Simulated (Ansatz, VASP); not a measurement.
Two plane-wave programs on CdS

Contents of INCAR:

```
SYSTEM = CdS
  PREC = Accurate
  ENCUT = 520
  EDIFF = 1E-7
  ISMEAR = -1
  SIGMA = 0.02
  LREAL = .False.
  LASPH = .True.
  NELM = 100
  ALGO = Normal
  ISIF = 2
  LWAVE = .False.
  LCHARG = .False.
  GGA = PE
  IBRION = 2
  NSW = 80
  EDIFFG = -0.02
```

The input KPOINTS:

```
Automatic mesh
0
Gamma
  13 13 13
  0 0 0
```

File POSCAR:

```
CdS
1.0
    0.0000000000      2.8969255847      2.8969255847
    2.8969255847      0.0000000000      2.8969255847
    2.8969255847      2.8969255847      0.0000000000
Cd S
1 1
Direct
    0.0000000000      0.0000000000      0.0000000000
    0.2500000000      0.2500000000      0.2500000000
```

Input for Ansatz:

```yaml
crystal:
  lattice:
    - [0.0, 2.8969255847, 2.8969255847]
    - [2.8969255847, 0.0, 2.8969255847]
    - [2.8969255847, 2.8969255847, 0.0]
  atoms:
    - { symbol: Cd, position: [0.0, 0.0, 0.0] }
    - { symbol: S, position: [0.25, 0.25, 0.25] }
kpoints:
  mp_grid: { grid: [13, 13, 13] }
scf:
  occupations: { method: fermi_dirac, width: 0.02 }
hamiltonian:
  xc: pbe
  pseudopotentials: { kind: paw }
output:
  forces: true
  stress: true
  populations: true
  efg: { quadrupole_moments_barn: { S: -0.0694 }, contact_densities: true }
relax:
  f_tol: 0.02
  max_steps: 60
```

Change from the starting cell: volume scaled by 0.98, ions relaxed.

Alike in both runs: task relaxation of the atoms; functional PBE; k mesh 13 × 13 × 13; occupations fermi-dirac, width 0.02 eV; no spin polarisation.

|  | VASP | Ansatz |
| --- | --- | --- |
| version | VASP 6.6.1 | Ansatz 0.2.0 |
| potentials or method | VASP PAW PBE potentials, release 64 (Cd, S) | plane-wave PAW, scalar-relativistic |
| plane-wave cutoff (eV) | 520 | 420 |
| valence electrons in the cell | 18 | 26 |

|  | VASP | Ansatz | Ansatz less VASP |
| --- | --- | --- | --- |
| gap on the k mesh at the Fermi level, each at its own relaxed structure (eV) | 1.19 | 1.19 | -0.005 |

The two sets of potentials don't hold the same shells in valence. Ansatz warned: «gradients_without_spin_orbit».

Caveats: the relaxation stopped at its first step, so nothing moved; an odd mesh through Γ misses points on the zone boundary, where band edges often lie.
